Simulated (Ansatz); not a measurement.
CdSe (F-43m): what a change of settings does

```yaml
crystal:
  lattice:
    - [0.00000, 3.04131, 3.04131]
    - [3.04131, 0.00000, 3.04131]
    - [3.04131, 3.04131, 0.00000]
  atoms:
    - { symbol: Cd, position: [0.00000, 0.00000, 0.00000] }
    - { symbol: Se, position: [0.75000, 0.75000, 0.75000] }
```

Computed, not measured; unless marked otherwise by PBEsol, PAW on Ansatz 0.2.0's default frozen-core files (fitted under PBE), scalar-relativistic. k mesh 6×6×6, fixed occupations, cutoff 420 eV. The cell was relaxed by PAW under this functional. This phase needn't be the one found at ambient conditions.

With these settings the run gives a highest phonon of 166.4 cm⁻¹ on a 1×1×1 q mesh (linear response, no LO-TO term).

Question: The run is repeated in the same cell with hamiltonian.pseudopotentials from {'kind': 'paw'} to {'kind': 'paw', 'source': 'ansatz'}. What moves, and by how much?

Answer: highest phonon: +0.08 %; largest phonon shift: +0.1 cm⁻¹. The cutoff follows the change, from 420 to 580 eV.

Keep in mind: frozen-core PAW files fitted under PBE, their cores solved anew for the functional of the run; zone-boundary modes aren't tested; field response not resolved by the mesh.
